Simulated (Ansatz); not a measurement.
A plane-wave DFT run in Ansatz 0.2.0 (scalar-relativistic PAW potentials unless the input names others): input and command.

```yaml
crystal:
  lattice:
    - [-5.1489337285, 5.1489337285, 5.1489337285]
    - [5.1489337285, -5.1489337285, 5.1489337285]
    - [5.1489337285, 5.1489337285, -5.1489337285]
  atoms:
    - { symbol: Li, position: [0.5, 0.5, 0.0] }
    - { symbol: Li, position: [0.5, 0.75, 0.75] }
    - { symbol: Li, position: [0.5, 0.0, 0.5] }
    - { symbol: Li, position: [0.75, 0.25, 0.0] }
    - { symbol: Li, position: [0.5, 0.25, 0.25] }
    - { symbol: Li, position: [0.75, 0.5, 0.75] }
    - { symbol: Li, position: [0.75, 0.75, 0.5] }
    - { symbol: Li, position: [0.0, 0.0, 0.0] }
    - { symbol: Li, position: [0.75, 0.0, 0.25] }
    - { symbol: Li, position: [0.0, 0.25, 0.75] }
    - { symbol: Li, position: [0.0, 0.5, 0.5] }
    - { symbol: Li, position: [0.25, 0.75, 0.0] }
    - { symbol: Li, position: [0.0, 0.75, 0.25] }
    - { symbol: Li, position: [0.25, 0.0, 0.75] }
    - { symbol: Li, position: [0.25, 0.25, 0.5] }
    - { symbol: Li, position: [0.25, 0.5, 0.25] }
    - { symbol: Cl, position: [0.5, 0.75, 0.25] }
    - { symbol: Cl, position: [0.5, 0.0, 0.0] }
    - { symbol: Cl, position: [0.5, 0.25, 0.75] }
    - { symbol: Cl, position: [0.75, 0.5, 0.25] }
    - { symbol: Cl, position: [0.5, 0.5, 0.5] }
    - { symbol: Cl, position: [0.75, 0.75, 0.0] }
    - { symbol: Cl, position: [0.75, 0.0, 0.75] }
    - { symbol: Cl, position: [0.0, 0.25, 0.25] }
    - { symbol: Cl, position: [0.75, 0.25, 0.5] }
    - { symbol: Cl, position: [0.0, 0.5, 0.0] }
    - { symbol: Cl, position: [0.0, 0.75, 0.75] }
    - { symbol: Cl, position: [0.25, 0.0, 0.25] }
    - { symbol: Cl, position: [0.0, 0.0, 0.5] }
    - { symbol: Cl, position: [0.25, 0.25, 0.0] }
    - { symbol: Cl, position: [0.25, 0.5, 0.75] }
    - { symbol: Cl, position: [0.25, 0.75, 0.5] }
basis:
  ecutwfc: 420
  xc_grid: 2
kpoints:
  mp_grid: { grid: [2, 2, 2], shift: [0.5, 0.5, 0.5] }
hamiltonian:
  xc: pbe
scf:
  max_iter: 50
output:
  forces: true
  eigenvalues: true
  stress: true
```

```bash
ansatz run input.yaml --threads 4 --pin off --max-ram 6144MiB --backend cpu --events-out ev --progress --plain --runs-dir out
```

Q: Will this input run?

A: The program refuses it, because of no occupation method (scf.occupations: {"method": "gaussian", "width": 0.01} → not typed). With the sound run's settings it is accepted.

Abridged log:
```
Error: YAML parse error: `scf.occupations.method` is required: fixed only where the cell keeps a band gap throughout the run, explicit beside scf.occupations.values (under evaluate: without them), else a smearing such as fermi_dirac (scf.occupations.width is optional; its entry in the input reference gives the default)
```